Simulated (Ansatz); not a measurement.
**InP: a line through a two-coordinate scan**

One line of a two-coordinate grid on InP (Fm-3m, No. 225; 2 atoms in the cell): volume per atom is varied, at c/a of the conventional cell = 1.084.

Method: DFT PBE, scalar-relativistic, plane waves, PAW, in Ansatz 0.2.0.

17 further runs of the same task are left out: 17 set aside as unsound or not needed.

### 1 The structure to begin with

Symmetry: Fm-3m, No. 225, cubic system. Conventional cell: a = 5.540 Å, b = 5.540 Å, c = 5.540 Å, α = 90.00°, β = 90.00°, γ = 90.00°. In (site symmetry m-3m) has 6 P at 2.77 Å as nearest neighbours. Around P (site symmetry m-3m) lie 6 In at 2.77 Å.

Structure file:

```cif
data_structure
_symmetry_space_group_name_H-M 'P 1'
_symmetry_Int_Tables_number 1
_cell_length_a 3.9176
_cell_length_b 3.9176
_cell_length_c 3.9176
_cell_angle_alpha 60.000
_cell_angle_beta 60.000
_cell_angle_gamma 60.000
_cell_volume 42.52
loop_
_atom_site_label
_atom_site_type_symbol
_atom_site_fract_x
_atom_site_fract_y
_atom_site_fract_z
_atom_site_occupancy
In1 In 0.00000 0.00000 0.00000 1
P1 P 0.50000 0.50000 0.50000 1
```

It is the result of an earlier relaxation at this level (volume 21.26 Å³/atom; gap on the mesh: none (metal)).

### 2 Plan of the line

The energy is mapped over volume and the cell's shape.

The axes are (1) volume per atom: 7 values from 19.56 to 22.96 Å³; (2) c/a of the conventional cell: 7 values from 0.886 to 1.128.

Nothing else is relaxed (symmetry fixes all fractional coordinates). Energies count from the relaxed crystal. Points are written as (first, second).

### 3 Point (20.69 Å³, 1.084)

Input file input.yaml:

```yaml
crystal:
  lattice:
    - [0.0, 2.6727446513, 2.8964533786]
    - [2.6727446513, 0.0, 2.8964533786]
    - [2.6727446513, 2.6727446513, 0.0]
  atoms:
    - { symbol: In, position: [0.0, 0.0, 0.0] }
    - { symbol: P, position: [0.5, 0.5, 0.5] }
basis:
  ecutwfc: 420
kpoints:
  mp_grid: { grid: [20, 20, 20] }
hamiltonian:
  xc: pbe
scf:
  occupations: { method: gaussian, width: 0.15 }
output:
  forces: true
  stress: true
  eigenvalues: true
```

The run is started by

```sh
> ansatz run input.yaml --threads 1 --pin off --max-ram 2048MiB --backend cpu --events-out ev --progress --plain --runs-dir out
```

The session goes on with these runs: the other points of the line.

What does the calculation give? Wanted: for each run, volume per atom; energy; slope; pressure.

The runs gave:

```
volume per atom (Å³)  step  energy (meV/atom)  slope (meV/atom per Å³)  pressure (GPa)
               19.56     –                 74                      −54             8.6
               20.12     –                 49                      −35             5.6
               20.69     3                 34                      −19             3.1
               21.26     4                 27                       −5             0.9
               21.82     5                 27                        6            −1.0
               22.39     6                 34                       16            −2.6
               22.96     7                 46                       25            −4.0
```

Energies count from the relaxed crystal. Rows without a step come from runs not printed here or follow by symmetry. Slopes come from the forces (and the stress, where the cell changes), not from differences of energies.

Along the line the energy is lowest at 21.26 Å³, 27 meV/atom from the zero. Energies and slopes round the minimum, fitted together, put the minimum at 21.510 Å³, with a curvature of about 21 meV/atom per (Å³)². V·d²E/dV² there is about 72 GPa, a bulk modulus under this line's constraint. The highest point computed, at 19.56 Å³, lies 47 meV/atom above the lowest. This is one cut through a surface in two coordinates; the map's lowest point lies off it.
